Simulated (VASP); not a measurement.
Input of a VASP 6.6.1 run:

The input POSCAR:

```
CdSe                                    
1.0
    0.0000000000      3.0462087307      3.0462087307
    3.0462087307      0.0000000000      3.0462087307
    3.0462087307      3.0462087307      0.0000000000
  Cd              Se            
     1     1
Direct
     0.0000000000000000    0.0000000000000000    0.0000000000000000
     0.7500000000000000    0.7500000000000000    0.7500000000000000
```

Contents of INCAR.step1:

```
ALGO     = Normal         # electronic algorithm
EDIFF    = 1E-5           # SCF threshold, eV
ENCUT    = 520            # plane-wave cutoff, eV
GGA      = PE             # functional
GGA_COMPAT= F            
ISIF     = 2              # what is computed and relaxed
ISMEAR   = 0              # smearing method
KPAR     = 4            
LASPH    = T              # aspherical terms in the spheres
LCHARG   = F              # write CHGCAR
LORBIT   = 11             # projections on sites
LREAL    = F              # projectors in reciprocal space
LSORBIT  = T              # spin-orbit coupling
LWAVE    = T              # write WAVECAR
MAGMOM   = 0 0 0 0 0 0    # initial moments
NBANDS   = 30             # bands
NELM     = 80             # most SCF steps
PREC     = Accurate       # precision mode
SIGMA    = 0.03           # smearing width, eV
```

The input INCAR.step2:

```
ALGO     = Normal         # electronic algorithm
EDIFF    = 1E-6           # SCF threshold, eV
ENCUT    = 520            # plane-wave cutoff, eV
GGA      = PE             # functional
GGA_COMPAT= F            
HFSCREEN = 0.2            # screening, 1/A
ISIF     = 2              # what is computed and relaxed
ISMEAR   = 0              # smearing method
ISTART   = 1            
KPAR     = 4            
LASPH    = T              # aspherical terms in the spheres
LCHARG   = F              # write CHGCAR
LHFCALC  = T              # exact exchange
LORBIT   = 11             # projections on sites
LREAL    = F              # projectors in reciprocal space
LSORBIT  = T              # spin-orbit coupling
LWAVE    = F              # write WAVECAR
MAGMOM   = 0 0 0 0 0 0    # initial moments
NBANDS   = 30             # bands
NELM     = 80             # most SCF steps
PREC     = Accurate       # precision mode
PRECFOCK = Fast         
SIGMA    = 0.03           # smearing width, eV
```

File KPOINTS:

```
k-points
0
Gamma
  4 4 4
```

The input KPOINTS_OPT:

```
explicit points
6
Reciprocal
 0.0000000000  0.0000000000  0.0000000000 1
 0.3750000000  0.3750000000  0.7500000000 1
 0.5000000000  0.5000000000  0.5000000000 1
 0.6250000000  0.2500000000  0.6250000000 1
 0.5000000000  0.2500000000  0.7500000000 1
 0.5000000000  0.0000000000  0.5000000000 1
```

Potentials or basis: VASP PAW PBE potentials, release 64 (Cd, Se).

The run is started by

```sh
$ cat potpaw_PBE.64/Cd/POTCAR potpaw_PBE.64/Se/POTCAR > POTCAR
$ cp INCAR.step1 INCAR
$ mpirun -np 4 vasp_ncl > vasp.out
$ cp INCAR.step2 INCAR
$ mpirun -np 4 vasp_ncl > vasp.out
```

Estimate the pressure.

1.7 GPa.

Caveat: the k mesh is coarse (spacing up to 0.45 Å⁻¹), so the values aren't converged, least of all with exact exchange; the PAW data sets were made with another functional, which shifts forces and pressure a little.
